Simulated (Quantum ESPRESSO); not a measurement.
## Bi in Quantum ESPRESSO: convergence with k mesh

The system is Bi.

```
Bi
1.0
    -1.98143    1.98143    1.98143
     1.98143   -1.98143    1.98143
     1.98143    1.98143   -1.98143
Bi
1
Direct
  0.00000 0.00000 0.00000
```

This isn't the form of Bi at room conditions, which is rhombohedral.

| Item | Value |
| --- | --- |
| Program | Quantum ESPRESSO 7.5 |
| Task | single point |
| Functional | PBE |
| Potentials or basis | GBRV 1.5 PBE |
| Cutoff | 612 eV |
| Density cutoff | 4898 eV |
| k mesh | 1 × 1 × 1 |
| Occupations | fermi-dirac, width 0.136 eV |
| Spin | no spin polarisation |

These are the settings of the first run; the series varies k mesh, with any setting tied to it.

Hardware: 1 thread of Intel(R) Xeon(R) Processor @ 2.70GHz (shared host).

**Question.** The values tried are 1 × 1 × 1, 3 × 3 × 3, 4 × 4 × 4, 5 × 5 × 5, 7 × 7 × 7, 8 × 8 × 8, 9 × 9 × 9, 11 × 11 × 11, 13 × 13 × 13, loosest first. From which on does the pressure stay within 0.1 GPa of the tightest run that finished?

**Answer.** From 8 × 8 × 8 on.

```csv
k mesh,"energy less the tightest run, at zero smearing (meV/atom)",pressure (GPa),SCF cycles,CPU time (s),peak memory (GiB)
1 × 1 × 1,16299.84,95.32,18,6.2,0.11
3 × 3 × 3,-476.29,0.26,8,6.6,0.12
4 × 4 × 4,136.85,1.57,8,6.1,0.12
5 × 5 × 5,96.03,0.42,9,6.5,0.12
7 × 7 × 7,40.11,1.50,8,7.9,0.12
8 × 8 × 8,31.30,0.61,8,8.2,0.12
9 × 9 × 9,-9.14,0.60,8,8.8,0.12
11 × 11 × 11,6.29,0.74,8,15,0.13
13 × 13 × 13,0.00,0.66,8,19,0.13
```

Not settled before the last step: the energy (to 1 meV/atom). Meshes of other sizes hit other points, so gaps and Fermi surfaces needn't settle smoothly. The tightest run that finished is the yardstick and may itself not be fully converged.

Caveat, for the tightest run too: spin-orbit coupling is left out, which moves the levels of the heavy elements.
